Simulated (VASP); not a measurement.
# MnF2 (P4_2/mnm) in VASP: notebook

Aim: see how the results for MnF2 move with the level of theory and the settings. Levels: revPBE, BLYP, PW91, AM05, PBE. Tasks: band structure.

All numbers are computed with VASP 6.6.1; they aren't measurements. Logs are shortened: lines on timing, memory, paths and dates and some standing lists are left out, and cuts for length are marked.

## (1) Starting point

Symmetry: P4_2/mnm, No. 136, tetragonal system. Conventional cell: a = 4.874 Å, b = 4.874 Å, c = 3.311 Å, α = 90.00°, β = 90.00°, γ = 90.00°. Mn (site symmetry mmm) is surrounded by 6 F at 2.10 to 2.13 Å. F (site symmetry m2m) has 3 Mn at 2.10 to 2.13 Å as nearest neighbours.

## (2) Band structure, revPBE, collinear spin, ferromagnetic start

POSCAR

```
MnF2
1.0
    4.8738000000      0.0000000000      0.0000000000
    0.0000000000      4.8738000000      0.0000000000
    0.0000000000      0.0000000000      3.3107000000
Mn F
2 4
Direct
    0.5000000000      0.5000000000      0.5000000000
    0.0000000000      0.0000000000      0.0000000000
    0.8053000000      0.1947000000      0.5000000000
    0.6947000000      0.6947000000      0.0000000000
    0.1947000000      0.8053000000      0.5000000000
    0.3053000000      0.3053000000      0.0000000000
```

INCAR.step1

```
SYSTEM = MnF2
ALGO = Fast
EDIFF = 1E-7
ENCUT = 520
GGA = RE
ISIF = 2
ISMEAR = -1
ISPIN = 2
LASPH = .TRUE.
LCHARG = .TRUE.
LMAXMIX = 4
LORBIT = 11
LREAL = .FALSE.
LWAVE = .FALSE.
MAGMOM = 4 4 0 0 0 0
NELM = 120
PREC = Accurate
SIGMA = 0.05
```

KPOINTS.step1

```
k-points
0
G
  6 6 8
  0 0 0
```

INCAR.step2

```
SYSTEM = MnF2
ALGO = Fast
EDIFF = 1E-7
ENCUT = 520
GGA = RE
ICHARG = 11
ISIF = 2
ISMEAR = 0
ISPIN = 2
LASPH = .TRUE.
LCHARG = .FALSE.
LMAXMIX = 4
LORBIT = 11
LREAL = .FALSE.
LWAVE = .FALSE.
MAGMOM = 4 4 0 0 0 0
NELM = 120
PREC = Accurate
SIGMA = 0.05
```

KPOINTS.step2

```
path GXMGZRAZ,XR,MA
20
line-mode
reciprocal
 0.0000000000  0.0000000000  0.0000000000  G
 0.0000000000  0.5000000000  0.0000000000  X

 0.0000000000  0.5000000000  0.0000000000  X
 0.5000000000  0.5000000000  0.0000000000  M

 0.5000000000  0.5000000000  0.0000000000  M
 0.0000000000  0.0000000000  0.0000000000  G

 0.0000000000  0.0000000000  0.0000000000  G
 0.0000000000  0.0000000000  0.5000000000  Z

 0.0000000000  0.0000000000  0.5000000000  Z
 0.0000000000  0.5000000000  0.5000000000  R

 0.0000000000  0.5000000000  0.5000000000  R
 0.5000000000  0.5000000000  0.5000000000  A

 0.5000000000  0.5000000000  0.5000000000  A
 0.0000000000  0.0000000000  0.5000000000  Z

 0.0000000000  0.5000000000  0.0000000000  X
 0.0000000000  0.5000000000  0.5000000000  R

 0.5000000000  0.5000000000  0.0000000000  M
 0.5000000000  0.5000000000  0.5000000000  A
```

Potentials or basis: VASP PAW PBE potentials, release 64 (Mn_pv, F).

The run is started by

```sh
$ cat potpaw_PBE.64/Mn_pv/POTCAR potpaw_PBE.64/F/POTCAR > POTCAR
$ cp INCAR.step1 INCAR
$ cp KPOINTS.step1 KPOINTS
$ mpirun -np 1 vasp_std > vasp.out
$ cp INCAR.step2 INCAR
$ cp KPOINTS.step2 KPOINTS
$ mpirun -np 1 vasp_std > vasp.out
```

OUTCAR:

```text
SYSTEM = MnF2
   EDIFF = 1E-7
   ENCUT = 520
   GGA = RE
   ICHARG = 11
   ISIF = 2
   ISMEAR = 0
   ISPIN = 2
   LASPH = .TRUE.
   LORBIT = 11
   LREAL = .FALSE.
   NELM = 120
   PREC = Accurate

 ion  position               nearest neighbor table
   1  0.500  0.500  0.500-   3 2.10   5 2.10   4 2.13   6 2.13   4 2.13   6 2.13
   2  0.000  0.000  0.000-   4 2.10   6 2.10   5 2.13   3 2.13   3 2.13   5 2.13
   3  0.805  0.195  0.500-   1 2.10   2 2.13   2 2.13
   4  0.695  0.695  0.000-   2 2.10   1 2.13   1 2.13
   5  0.195  0.805  0.500-   1 2.10   2 2.13   2 2.13
   6  0.305  0.305  0.000-   2 2.10   1 2.13   1 2.13

  LATTYP: Found a simple tetragonal cell.
 ALAT       =     4.8738000000
 C/A-ratio  =     0.6792851574

  Lattice vectors:

 A1 = (   4.8738000000,   0.0000000000,   0.0000000000)
 A2 = (   0.0000000000,   4.8738000000,   0.0000000000)
 A3 = (   0.0000000000,   0.0000000000,   3.3107000000)

Analysis of symmetry for initial positions (statically):
=====================================================================
 Subroutine PRICEL returns:
 Original cell was already a primitive cell.

 Routine SETGRP: Setting up the symmetry group for a
 simple tetragonal supercell.

 Subroutine GETGRP returns: Found 16 space group operations
 (whereof  8 operations were pure point group operations)
 out of a pool of 16 trial point group operations.

The static configuration has the point symmetry D_2h.
 The point group associated with its full space group is D_4h.

Analysis of symmetry for dynamics (positions and initial velocities):
=====================================================================
 Subroutine PRICEL returns:
 Original cell was already a primitive cell.

 Routine SETGRP: Setting up the symmetry group for a
 simple tetragonal supercell.

 Subroutine GETGRP returns: Found 16 space group operations
 (whereof  8 operations were pure point group operations)
 out of a pool of 16 trial point group operations.

The dynamic configuration has the point symmetry D_2h.
 The point group associated with its full space group is D_4h.

Analysis of structural, dynamic, and magnetic symmetry:
=====================================================================
 Subroutine PRICEL returns:
 Original cell was already a primitive cell.

 Routine SETGRP: Setting up the symmetry group for a
 simple tetragonal supercell.

 Subroutine GETGRP returns: Found 16 space group operations
 (whereof  8 operations were pure point group operations)
 out of a pool of 16 trial point group operations.

The overall configuration has the point symmetry D_2h.
 The point group associated with its full space group is D_4h.

 Subroutine INISYM returns: Found 16 space group operations
 (whereof  8 operations are pure point group operations),
 and found     1 'primitive' translations

----------------------------------------------------------------------------------------

                                     Primitive cell

  volume of cell :      78.6421

  direct lattice vectors                    reciprocal lattice vectors
     4.873800000  0.000000000  0.000000000     0.205178711  0.000000000  0.000000000
     0.000000000  4.873800000  0.000000000     0.000000000  0.205178711  0.000000000
     0.000000000  0.000000000  3.310700000     0.000000000  0.000000000  0.302050926

  length of vectors
     4.873800000  4.873800000  3.310700000     0.205178711  0.205178711  0.302050926

  position of ions in fractional coordinates (direct lattice)
     0.500000000  0.500000000  0.500000000
     0.000000000  0.000000000  0.000000000
     0.805300000  0.194700000  0.500000000
     0.694700000  0.694700000  0.000000000
     0.194700000  0.805300000  0.500000000
     0.305300000  0.305300000  0.000000000

  ion indices of the primitive-cell ions
   primitive index   ion index
                 1           1
                 2           2
                 3           3
                 4           4
                 5           5
                 6           6

[... 26 lines left out ...]
  0.000000  0.131579  0.000000      0.005556
[... 16 lines left out ...]
  0.052632  0.500000  0.000000      0.005556
  0.078947  0.500000  0.000000      0.005556
 [... further k-points ...]
   k-points           NKPTS =    180   k-points in BZ     NKDIM =    180   number of bands    NBANDS=     36
   number of dos      NEDOS =    301   number of ions     NIONS =      6
   total plane-waves  NPLWV =  36288
   dimension x,y,z NGX =    36 NGY =   36 NGZ =   28
   dimension x,y,z NGXF=    72 NGYF=   72 NGZF=   56
   ions per type =               2   4
   NGX,Y,Z   is equivalent  to a cutoff of  12.28, 12.28, 14.06 a.u.
   NGXF,Y,Z  is equivalent  to a cutoff of  24.56, 24.56, 28.12 a.u.
 SYSTEM =  MnF2
   PREC   = accura    normal or accurate (medium, high low for compatibility)
   ISTART =      0    job   : 0-new  1-cont  2-samecut
   ICHARG =     11    charge: 1-file 2-atom 10-const
   ISPIN  =      2    spin polarized calculation?
   LNONCOLLINEAR =      F non collinear calculations
   LSORBIT =      F    spin-orbit coupling
   LASPH  =      T    aspherical Exc in radial PAW
   ENCUT  =  520.0 eV  38.22 Ry    6.18 a.u.   9.06  9.06  6.16*2*pi/ulx,y,z
   NELM   =    120;   NELMIN=  2; NELMDL=  0     # of ELM steps
   EDIFF  = 0.1E-06   stopping-criterion for ELM
   LREAL  =      F    real-space projection
   EDIFFG = 0.1E-05   stopping-criterion for IOM
   NSW    =      0    number of steps for IOM
   IBRION =     -1    ionic relax: 0-MD 1-quasi-New 2-CG
   NFREE  =      0    steps in history (QN), initial steepest desc. (CG)
   ISIF   =      2    stress and relaxation
   ISYM   =      2    0-nonsym 1-usesym 2-fastsym
   POTIM  = 0.5000    time-step for ionic-motion
   TEBEG  =    0.0;   TEEND  =   0.0 temperature during run
   PSTRESS=    0.0 pullay stress
   NELECT =      54.0000    total number of electrons
   NUPDOWN=      -1.0000    fix difference up-down
   EMIN   =  10.00;   EMAX   =-10.00  energy-range for DOS
   EFERMI =   0.00;   METHOD = LEGACY
   ISMEAR =     0;   SIGMA  =   0.05  broadening in eV -4-tet -1-fermi 0-gaus
   EFERMI_NEDOS =   21; number of points for ismear=-14 and -15
   IALGO  =     68    algorithm
   IMIX   =      4    mixing-type and parameters
     AMIX     =   0.40;   BMIX     =  1.00
     AMIX_MAG =   1.60;   BMIX_MAG =  1.00
  volume/ion in A,a.u.               =      13.11        88.45
  Fermi-wavevector in a.u.,A,eV,Ry     =   1.444290  2.729312 28.381385  2.085973
  Thomas-Fermi vector in A             =   2.562601
   LORBIT       =     11    0 simple, 1 ext, 2 COOP (PROOUT), +10 PAW based schemes
   GGA     = RE    functional components
   LHFCALC =     F    Hartree Fock is set to
   AEXX    =    0.0000 exact exchange contribution
   IVDW    =     0    specifies the selected vdW correction
   LEPSILON=     F    determine dielectric tensor
   LRPA    =     F    only Hartree local field effects (RPA)
 spin polarized calculation
 RMM-DIIS sequential band-by-band and
 Gauss-broadening in eV      SIGMA  =   0.05
  energy-cutoff  :      520.00
  volume of cell :       78.64
 maximum number of plane-waves:      2144

 number of electron      54.0000032 magnetization      10.0000018

 Free energy of the ion-electron system (eV)
  ---------------------------------------------------
  ext. energy  EPLUGINS =         0.00000000
  ---------------------------------------------------
  free energy    TOTEN  =       -37.79298035 eV

  energy without entropy =      -37.79298035  energy(sigma->0) =      -37.79298035

 E-fermi :   3.8738     XC(G=0):  -9.4251

 val. band max:        3.5293570893   @ k =   0.0000   0.0000   0.0000
 cond. band min:       4.8327795066   @ k =   0.0000   0.0000   0.0000
 fundamental gap:      1.3034224172
 Fermi energy:         3.8738411396

 spin component 1

 k-point     1 :       0.0000    0.0000    0.0000
  band No.  band energies     occupation
      1     -46.7057      1.00000
      2     -46.7057      1.00000
      3     -46.6449      1.00000
      4     -46.6449      1.00000
      5     -46.6388      1.00000
      6     -46.6370      1.00000
[... 925 lines left out ...]
     35      11.3663      0.00000
     36      11.3665      0.00000

 [... further k-points ...]

 spin component 2

 k-point     1 :       0.0000    0.0000    0.0000
  band No.  band energies     occupation
      1     -41.7035      1.00000
      2     -41.7035      1.00000
      3     -41.6301      1.00000
      4     -41.6301      1.00000
      5     -41.6186      1.00000
      6     -41.6159      1.00000
[... 925 lines left out ...]
     35      12.6202      0.00000
     36      12.6205      0.00000

 [... further k-points ...]

------------------------ aborting loop because EDIFF is reached ----------------------------------------

  FORCE on cell =-STRESS in cart. coord.  units (eV):
  Direction    XX          YY          ZZ          XY          YZ          ZX
  --------------------------------------------------------------------------------------
  -------------------------------------------------------------------------------------
  Total        3.9292741      3.9292741      4.4860407     -0.0000000      0.0000000      0.0000000
  in kB       80.0511684     80.0511684     91.3941827     -0.0000000      0.0000000      0.0000000
  external PRESSURE =      83.8321732 kB  Pullay stress =       0.0000000 kB

 VOLUME and BASIS-vectors are now :
 -----------------------------------------------------------------------------
  energy-cutoff  :      520.00
  volume of cell :       78.64
      direct lattice vectors                 reciprocal lattice vectors
     4.873800000  0.000000000  0.000000000     0.205178711  0.000000000  0.000000000
     0.000000000  4.873800000  0.000000000     0.000000000  0.205178711  0.000000000
     0.000000000  0.000000000  3.310700000     0.000000000  0.000000000  0.302050926

 POSITION                                       TOTAL-FORCE (eV/Angst)
 -----------------------------------------------------------------------------------
      2.43690      2.43690      1.65535         0.000000     -0.000000      0.000000
      0.00000      0.00000      0.00000         0.000000     -0.000000      0.000000
      3.92487      0.94893      1.65535        -0.052718      0.052718      0.000000
      3.38583      3.38583      0.00000         0.052718      0.052718      0.000000
      0.94893      3.92487      1.65535         0.052718     -0.052718      0.000000
      1.48797      1.48797      0.00000        -0.052718     -0.052718      0.000000
 -----------------------------------------------------------------------------------
    total drift:                                0.000000      0.000000      0.000000

  FREE ENERGIE OF THE ION-ELECTRON SYSTEM (eV)
  ---------------------------------------------------
  free  energy   TOTEN  =       -37.7929803475 eV

  energy  without entropy=      -37.7929803475  energy(sigma->0) =      -37.79298035

 total charge

# of ion       s       p       d       tot
------------------------------------------
    1        0.159   6.144   4.948  11.252
    2        0.159   6.144   4.948  11.252
    3        1.737   4.385   0.000   6.123
    4        1.737   4.385   0.000   6.123
    5        1.737   4.385   0.000   6.123
    6        1.737   4.385   0.000   6.123
--------------------------------------------------
tot          7.267  29.831   9.897  46.994

 magnetization (x)

# of ion       s       p       d       tot
------------------------------------------
    1        0.025   0.022   4.555   4.603
    2        0.025   0.022   4.555   4.603
    3        0.008   0.077   0.000   0.085
    4        0.008   0.077   0.000   0.085
    5        0.008   0.077   0.000   0.085
    6        0.008   0.077   0.000   0.085
--------------------------------------------------
tot          0.083   0.351   9.111   9.545
```

Wall time 6.7 min (1 thread of Intel Xeon 6975P-C (Granite Rapids), shared host); peak memory 0.7 GiB.

Results:

- Band gap on the k mesh: 1.30 eV, direct
- Band gap along the path: 1.30 eV, direct
- Net moment: 10.00 μB per cell

Levels at the corners of the path, in eV from the valence-band top:
Spin up:
```tsv
point	band 29	band 30	band 31	band 32	band 33	band 34	band 35	band 36
Γ	-1.58	-0.56	-0.56	0.00	1.30	6.68	6.68	7.89
X	-0.82	-0.82	-0.69	-0.69	3.65	3.65	7.98	7.99
X	-0.82	-0.82	-0.69	-0.69	3.65	3.65	7.98	7.99
M	-1.12	-1.12	-0.57	-0.57	5.09	5.09	5.79	5.79
M	-1.12	-1.12	-0.57	-0.57	5.09	5.09	5.79	5.79
Γ	-1.58	-0.56	-0.56	0.00	1.30	6.68	6.68	7.89
Γ	-1.58	-0.56	-0.56	0.00	1.30	6.68	6.68	7.89
Z	-1.25	-1.25	-1.00	-1.00	5.89	5.89	9.78	9.78
Z	-1.25	-1.25	-1.00	-1.00	5.89	5.89	9.78	9.78
R	-1.67	-1.67	-0.32	-0.32	7.04	7.04	7.07	7.07
R	-1.67	-1.67	-0.32	-0.32	7.04	7.04	7.07	7.07
A	-1.27	-1.27	-0.83	-0.83	6.89	6.89	8.19	8.24
A	-1.27	-1.27	-0.83	-0.83	6.89	6.89	8.19	8.19
Z	-1.25	-1.25	-1.00	-1.00	5.89	5.89	9.78	9.78
X	-0.82	-0.82	-0.69	-0.69	3.65	3.65	7.98	7.98
R	-1.67	-1.67	-0.32	-0.32	7.04	7.04	7.07	7.07
M	-1.12	-1.12	-0.57	-0.57	5.09	5.09	5.79	5.79
A	-1.27	-1.27	-0.83	-0.83	6.89	6.89	8.19	8.26
```
Spin down:
| point | band 18 | band 19 | band 20 | band 21 | band 22 | band 23 | band 24 | band 25 | band 26 | band 27 |
| --- | --- | --- | --- | --- | --- | --- | --- | --- | --- | --- |
| Γ | -5.88 | -5.04 | -4.65 | -4.65 | -4.36 | 1.90 | 1.91 | 2.28 | 2.36 | 2.36 |
| X | -5.64 | -5.42 | -5.42 | -4.68 | -4.68 | 2.07 | 2.07 | 2.48 | 2.48 | 2.49 |
| X | -5.64 | -5.42 | -5.42 | -4.68 | -4.68 | 2.07 | 2.07 | 2.48 | 2.48 | 2.49 |
| M | -5.46 | -5.08 | -5.08 | -5.00 | -5.00 | 1.94 | 1.94 | 2.37 | 2.37 | 2.51 |
| M | -5.46 | -5.08 | -5.08 | -5.00 | -5.00 | 1.94 | 1.94 | 2.37 | 2.37 | 2.51 |
| Γ | -5.88 | -5.04 | -4.65 | -4.65 | -4.36 | 1.90 | 1.91 | 2.28 | 2.36 | 2.36 |
| Γ | -5.88 | -5.04 | -4.65 | -4.65 | -4.36 | 1.90 | 1.91 | 2.28 | 2.36 | 2.36 |
| Z | -5.67 | -5.25 | -5.25 | -5.05 | -5.05 | 2.29 | 2.29 | 2.38 | 2.38 | 2.44 |
| Z | -5.67 | -5.25 | -5.25 | -5.05 | -5.05 | 2.29 | 2.29 | 2.38 | 2.38 | 2.44 |
| R | -5.91 | -5.10 | -5.10 | -4.85 | -4.85 | 2.03 | 2.03 | 2.42 | 2.42 | 2.61 |
| R | -5.91 | -5.10 | -5.10 | -4.85 | -4.85 | 2.03 | 2.03 | 2.42 | 2.42 | 2.61 |
| A | -5.65 | -4.84 | -4.84 | -4.76 | -4.76 | 2.26 | 2.26 | 2.36 | 2.36 | 2.50 |
| A | -5.65 | -4.84 | -4.84 | -4.76 | -4.76 | 2.26 | 2.26 | 2.36 | 2.36 | 2.50 |
| Z | -5.67 | -5.25 | -5.25 | -5.05 | -5.05 | 2.29 | 2.29 | 2.38 | 2.38 | 2.44 |
| X | -5.64 | -5.42 | -5.42 | -4.68 | -4.68 | 2.07 | 2.07 | 2.48 | 2.48 | 2.49 |
| R | -5.91 | -5.10 | -5.10 | -4.85 | -4.85 | 2.03 | 2.03 | 2.42 | 2.42 | 2.61 |
| M | -5.46 | -5.08 | -5.08 | -5.00 | -5.00 | 1.94 | 1.94 | 2.37 | 2.37 | 2.51 |
| A | -5.65 | -4.84 | -4.84 | -4.76 | -4.76 | 2.26 | 2.26 | 2.36 | 2.36 | 2.50 |

Caveat: the log is that of the step along the path at fixed density, whose energy, stress, charges and moments have no meaning; the PAW data sets were made with another functional, which shifts forces and pressure a little; only a ferromagnetic start was run, and an antiferromagnetic order may lie lower in energy. As with any semilocal functional, this revPBE gap is likely too small.

(Continued in part 2 of 2.)
